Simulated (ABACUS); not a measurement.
Input of an ABACUS 3.10.1 run:

Contents of INPUT:

```
INPUT_PARAMETERS
suffix              SnO
calculation         scf
basis_type          pw
pseudo_dir          ./
latname             st
symmetry            1
dft_functional      pz
ecutwfc             84
pseudo_rcut         7
nspin               1
nbands              30
ks_solver           dav
smearing_method     fd
smearing_sigma      0.00367493
scf_thr             1e-08
scf_nmax            100
mixing_type         broyden
mixing_beta         0.7
cal_force           1
cal_stress          1
out_chg             1
kpar                4
```

The input STRU:

```
ATOMIC_SPECIES
Sn 118.7100 Sn.upf
O 15.9990 O.upf

LATTICE_CONSTANT
7.2068394886

LATTICE_PARAMETERS
1.2814116016

ATOMIC_POSITIONS
Direct

Sn
0.0
2
0.5000000000 0.0000000000 0.7646261400 1 1 1
0.0000000000 0.5000000000 0.2353738600 1 1 1

O
0.0
2
0.0000000000 0.0000000000 0.0000000000 1 1 1
0.5000000000 0.5000000000 0.0000000000 1 1 1
```

Contents of KPT:

```
K_POINTS
0
Gamma
6 6 5 0 0 0
```

Potentials or basis: PseudoDojo NC SR 0.4.1 LDA standard, plane waves.

Run with:

```bash
$ OMP_NUM_THREADS=1 mpirun -np 4 abacus > log
```

(1) What does it give for the largest force?

(2) Predict the band gap on the k mesh.

(3) What does it give for the pressure?

## Answers

(1) 0.177 eV/Å.

(2) 0.22 eV, indirect (least direct gap 2.04 eV).

(3) -3.0 GPa.

Caveat: spin-orbit coupling is left out, which moves the levels of the heavy elements; an odd mesh through Γ misses points on the zone boundary, where band edges often lie.
